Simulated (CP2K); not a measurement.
Mo:

```xyz
1
Lattice="2.7850 0.0000 0.0000 1.5397 2.5567 0.0000 1.6901 0.7034 2.2844" Properties=species:S:1:pos:R:3 pbc="T T T"
Mo    0.0000    0.0000    0.0000
```

This isn't the form of Mo at room conditions, which is bcc.

Base run:

```yaml
Program: CP2K 2026.2
Functional: PBE
Potentials_or_basis: GTH_POTENTIALS Mo GTH-PBE-q14; TZVP-MOLOPT-SR-GTH basis
Density_cutoff: 6123 eV
k_mesh: 12 × 11 × 12
Occupations: fermi-dirac, width 0.05 eV
Spin: no spin polarisation
```

Its results: band gap on the k mesh none (metal or under the smearing width); pressure -0.5 GPa.

Problem. The run is repeated on the same cell with these changes: potentials or basis from GTH_POTENTIALS Mo GTH-PBE-q14; TZVP-MOLOPT-SR-GTH basis to GTH_POTENTIALS Mo GTH-PBE-q14; DZVP-MOLOPT-SR-GTH basis; basis sets from Mo TZVP-MOLOPT-SR-GTH-q14 to Mo DZVP-MOLOPT-SR-GTH-q14. What comes out?

Solution. Band gap on the k mesh none (metal or under the smearing width); pressure -1.7 GPa.

Caveats: the basis of atomic orbitals isn't converged, which shifts pressures, moduli and gaps.
